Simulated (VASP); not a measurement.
Here is a VASP 6.6.1 calculation.

Contents of INCAR:

```
SYSTEM = ZrN
ALGO     = Fast           ! electronic algorithm
EDIFF    = 1E-6           ! SCF threshold, eV
ENCUT    = 520            ! plane-wave cutoff, eV
GGA      = PS             ! functional
ISIF     = 2              ! what is computed and relaxed
ISMEAR   = 0              ! smearing method
LASPH    = .TRUE.         ! aspherical terms in the spheres
LCHARG   = .TRUE.         ! write CHGCAR
LELF     = .TRUE.         ! ELF
LREAL    = .FALSE.        ! projectors in reciprocal space
LVHAR    = .TRUE.       
LWAVE    = .FALSE.        ! write WAVECAR
NBANDS   = 16             ! bands
NELM     = 60             ! most SCF steps
PREC     = Accurate       ! precision mode
SIGMA    = 0.5            ! smearing width, eV
```

The input KPOINTS:

```
k-points
0
G
  16 16 16
  0 0 0
```

The input POSCAR:

```
ZrN
1.0
    0.0000000000      2.2767300000      2.2767300000
    2.2767300000      0.0000000000      2.2767300000
    2.2767300000      2.2767300000      0.0000000000
Zr N
1 1
Direct
    0.5000000000      0.5000000000      0.5000000000
    1.0000000000      1.0000000000      0.0000000000
```

Potentials or basis: VASP PAW PBE potentials, release 64 (Zr_sv, N).

The run is started by

```sh
$ cat potpaw_PBE.64/Zr_sv/POTCAR potpaw_PBE.64/N/POTCAR > POTCAR
$ mpirun -np 1 vasp_std > vasp.out
```

Question: Predict the pressure.

Answer: 0.5 GPa.

Question: What does it give for the band gap on the k mesh?

Answer: None (metal or under the smearing width).

Caveat: the PAW data sets were made with another functional, which shifts forces and pressure a little.
